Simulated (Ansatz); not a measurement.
A calculation with Ansatz 0.2.0 of WC (Qusongite) (ASE script, structure from a CIF):

run.py

```python
import json

import ase.io
import numpy as np

import ansatz as az

atoms = ase.io.read("WC.cif")
atoms.info.pop("occupancy", None)

calculation = (
    az.Crystal.from_ase(atoms)
    .calculation()
    .kpoints(10, 10, 9)
    .functional("rpbe", dispersion="d4")
    .pseudopotentials(kind="paw_fr")
    .spin("noncollinear", soc=True)
    .scf(extra_bands=6)
    .occupations(method="fermi_dirac", width=0.15)
    .density_of_states(energy_step=0.05, projected=True, nscf_kmesh=(15, 15, 14))
    .forces()
    .stress()
    .band_table(publish=True)
)
outcome = calculation.run(threads=2, events_out="events.jsonl")

report = outcome.report
for line in open("events.jsonl"):
    event = json.loads(line)
    if event["event"] == "scf_iter":
        d = event["data"]
        print(f"SCF {d['iter']:3d}  HF = {d['harris_foulkes_ev']:.6f} eV  dr2 = {d['dr2_ev']:.2e} eV")
    elif event["event"] in ("relax_step", "md_step"):
        d = event["data"]
        print(f"{event['event']} {d['step']:3d}  E = {d['lagrangian_ev']:.6f} eV")
np.set_printoptions(precision=5, suppress=True, linewidth=110)
print("converged:", report["converged"], "after", report["n_iterations"], "iterations")
print(f"free energy {report['free_energy_ev']:.6f} eV, Fermi level {report['fermi_energy_ev']:.4f} eV")
for key in ("band_edges_ev", "magnetization_mub", "site_moments_mub", "site_moments_nc_mub", "forces_ev_ang",
                "stress_gpa"):
    if report.get(key) is not None:
        print(key, np.array(report[key]), sep="\n")
```

WC.cif

```cif
data_WC
_cell_length_a 2.90650000
_cell_length_b 2.90650000
_cell_length_c 2.83660000
_cell_angle_alpha 90.00000000
_cell_angle_beta 90.00000000
_cell_angle_gamma 120.00000000
_space_group_name_H-M_alt 'P-6m2'
_space_group_name_Hall 'P -6 2'
_space_group_IT_number 187
loop_
_space_group_symop_operation_xyz
'x,y,z'
'-x+y,-x,-z'
'-y,x-y,z'
'x,y,-z'
'-x+y,-x,z'
'-y,x-y,-z'
'-y,-x,-z'
'x,x-y,z'
'-x+y,y,-z'
'-y,-x,z'
'x,x-y,-z'
'-x+y,y,z'
loop_
_atom_site_label
_atom_site_type_symbol
_atom_site_symmetry_multiplicity
_atom_site_Wyckoff_symbol
_atom_site_fract_x
_atom_site_fract_y
_atom_site_fract_z
_atom_site_occupancy
W1 W 1 a 0.0000000000 0.0000000000 0.0000000000 1
C1 C 1 f 0.6666666667 0.3333333333 0.5000000000 1
```

Potentials or basis: Ansatz PAW.

The run is started by

```sh
$ python run.py
```

Q: Write the same calculation in another form: native input, structure typed inline.

A: As run:

File input.yaml:

```yaml
crystal:
  lattice:
    - [2.9065, 0.0, 0.0]
    - [-1.45325, 2.5171028361, 0.0]
    - [0.0, 0.0, 2.8366]
  atoms:
    - { symbol: W, position: [0.0, 0.0, 0.0] }
    - { symbol: C, position: [0.6666666667, 0.3333333333, 0.5] }
hamiltonian:
  xc: rpbe
  pseudopotentials: { kind: paw_fr }
  dispersion: d4
magnetization:
  noncollinear: true
  spin_orbit: true
kpoints:
  mp_grid: { grid: [10, 10, 9] }
scf:
  occupations: { method: fermi_dirac, width: 0.15 }
  n_extra_bands: 6
output:
  forces: true
  stress: true
  eigenvalues: true
  dos: { projected: true, de: 0.05, nscf_kmesh: { grid: [15, 15, 14] } }
```

Potentials or basis: Ansatz PAW.

Run with:

```bash
$ ansatz run input.yaml --threads 2 --pin off --max-ram 5120MiB --backend cpu --events-out ev --progress --plain --runs-dir out
```

Both were run:

|  | ASE script, structure from a CIF | native input, structure typed inline |
| --- | --- | --- |
| Pressure | -4.4 GPa | -4.4 GPa |
| Band gap on the k mesh | none (metal or under the smearing width) | none (metal or under the smearing width) |
| Density of states at the Fermi level | 0.23 states/eV per cell | 0.23 states/eV per cell |

Keys that steer only the numerical path or the files written may differ.

Caveat: pairwise dispersion overbinds metals, which lowers pressure and volume; the PAW data sets come from PBE, with cores solved anew for the run's functional, which leaves a small shift of forces and pressure.
